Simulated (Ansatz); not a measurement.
B in its lowest state found on the top face of a (110) slab of Ti (Im-3m (No. 229)), 4 planes, outer planes Ti (top) and Ti (bottom); 1 a cell of 7.48 Å², its atoms last:

```
Ti B
1.0
     2.81613    0.00000    0.00000
    -0.93871    2.65508    0.00000
     0.00000    0.00000   25.89809
Ti B
4 1
Direct
  0.50000 0.50000 0.32821
  0.00000 0.00000 0.41699
  0.39997 0.60003 0.50389
  0.96678 0.03322 0.59346
  0.38763 0.61237 0.64327
```

All numbers below come from Ansatz, DFT r2SCAN, scalar-relativistic, plane waves, PAW. Settings: cutoff 500 eV, Γ-centred mesh 11×11×1 on the computed 5-atom cell, Gaussian smearing of 0.10 eV; no spin polarisation. The cell repeats along c with a dipole correction in the vacuum.

The clean top face has a work function of 4.47 eV. Adsorption changes the slab's dipole along +c by Δp = -0.0254 e·Å a cell (-0.12 D an adsorbate).

**Question.** What change of work function does the Helmholtz equation give?

**Answer.** A sheet of dipoles makes a step in an electron's potential energy of −e·Δp/(ε0·A), and e/ε0 = 180.95 eV·Å for Δp in e·Å: −180.95 × (-0.0254)/7.48 = +0.61 eV. This is the change of φ(top) − φ(bottom). If the bottom face is unmoved, φ(top) becomes 5.08 eV.

**Question.** How does that compare with the calculation?

**Answer.** φ(top) changes by +0.59 eV and φ(bottom) by -0.02 eV, so their difference changes by +0.61 eV. The bottom face hardly moves.

**Question.** What does the sign say about the electrons?

**Answer.** The change of dipole points into the surface (negative end outward), so the work function rises. Electrons gather on the vacuum side. Δp also holds the adsorbate's own dipole and the moves of the surface atoms, so it isn't a charge transfer alone.

The reference crystal is the bcc form of Ti, which isn't its usual structure.